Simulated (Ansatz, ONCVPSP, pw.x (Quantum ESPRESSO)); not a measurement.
## Which Ta potential is closest to all-electron in the sc crystal?

All use PBE, scalar-relativistic, no spin, cutoffs from each file’s atomic test, pw.x 7.5; 12³ k-points, Fermi–Dirac smearing 0.01 Ry. Δ is the rms difference from all-electron LAPW of the E(V) curves that follow from fits to the pressures, over ±6 % in volume. Mesh and smearing are coarse and serve the comparison alone. The files are a selection: those with a ghost or negative overlap were mostly not run, and those with noisy or unconverged pressures or nearly equal Δ are left out.

All-electron: a0 = 2.742 Å (V0 = 20.63 Å³/atom), B0 = 143.1 GPa.

Question: Rank them by Δ, smallest first.
A. optimised norm-conserving Vanderbilt (ONCV), ONCVPSP 4.0.1.1 (patched build), PBE; core [Kr] 4d10 4f14, reference 5s2 5p6 5d3 6s1 6p1; waves: 5s+6s: rc 1.90 bohr, ncon 4, nbas 7, qcut 8.4 1/bohr, 3 projectors, debl 2.1 Ha; 5p+6p: rc 2.50 bohr, ncon 3, nbas 6, qcut 5.1 1/bohr, 2 projectors; 5d: rc 2.70 bohr, ncon 3, nbas 7, qcut 4.7 1/bohr, 1 projector; local part: polynomial inside 1.25 bohr (lpopt 5, dvloc0 4 Ha); core correction: Teter function, fcfact 5.75, rcfact 1.7.
B. optimised norm-conserving Vanderbilt (ONCV), ONCVPSP 4.0.1.1 (patched build), PBE; core [Kr] 4d10 4f14, reference 5s2 5p6 5d3 6s1.5 6p0.5; waves: 5s+6s: rc 1.80 bohr, ncon 5, nbas 9, qcut 6.8 1/bohr, 2 projectors; 5p+6p: rc 2.10 bohr, ncon 4, nbas 8, qcut 7 1/bohr, 3 projectors, debl 0.8 Ha; 5d: rc 2.55 bohr, ncon 4, nbas 9, qcut 7.3 1/bohr, 2 projectors, debl 1.7 Ha; local part: polynomial inside 1.15 bohr (lpopt 3, dvloc0 -1 Ha); core correction: Teter function, fcfact 2.75, rcfact 1.8.
C. optimised norm-conserving Vanderbilt (ONCV), ONCVPSP 4.0.1.1 (patched build), PBE; core [Xe] 4f14, reference 5d3 6s1 6p1; waves: 6s: rc 3.00 bohr, ncon 4, nbas 7, qcut 2.4 1/bohr, 2 projectors, debl 1.9 Ha; 6p: rc 3.45 bohr, ncon 4, nbas 8, qcut 2.3 1/bohr, 2 projectors, debl 2.5 Ha; 5d: rc 2.10 bohr, ncon 5, nbas 10, qcut 8.3 1/bohr, 2 projectors, debl 1.3 Ha; local part: polynomial inside 1.70 bohr (lpopt 5, dvloc0 3 Ha); core correction: Teter function, fcfact 5.25, rcfact 1.3.

Answer: A (1.3 meV/atom), B (6.0 meV/atom), C (14.8 meV/atom).
